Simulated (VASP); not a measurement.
The system is C.

```
CELL_PARAMETERS angstrom
2.52210 0.00000 0.00000
-1.26105 2.18420 0.00000
0.00000 0.00000 8.23710
ATOMIC_POSITIONS crystal
C 0.66667 0.33333 0.84375
C 0.33333 0.66667 0.34375
C 0.66667 0.33333 0.65625
C 0.33333 0.66667 0.15625
C 0.00000 0.00000 0.90625
C 0.00000 0.00000 0.40625
C 0.00000 0.00000 0.59375
C 0.00000 0.00000 0.09375
```

This is a hexagonal form of diamond, not graphite.

Program: VASP 6.6.1. Alike in all runs: potentials or basis VASP PAW PBE potentials, release 64 (C); no spin polarisation; cell as given; k mesh 12 × 12 × 4; cutoff (eV) 520.

Problem. Order these runs on this cell by their pressure, lowest first.
A. level PBE; smearing gaussian 0.012 eV
B. level MS2; smearing fermi-dirac 0.05 eV
C. level revTPSS; smearing fermi-dirac 0.05 eV

Solution. B (-4.5 GPa), C (-1.2 GPa), A (2.9 GPa).

Caveats: the PAW data sets were made with another functional, which shifts forces and pressure a little (some runs).
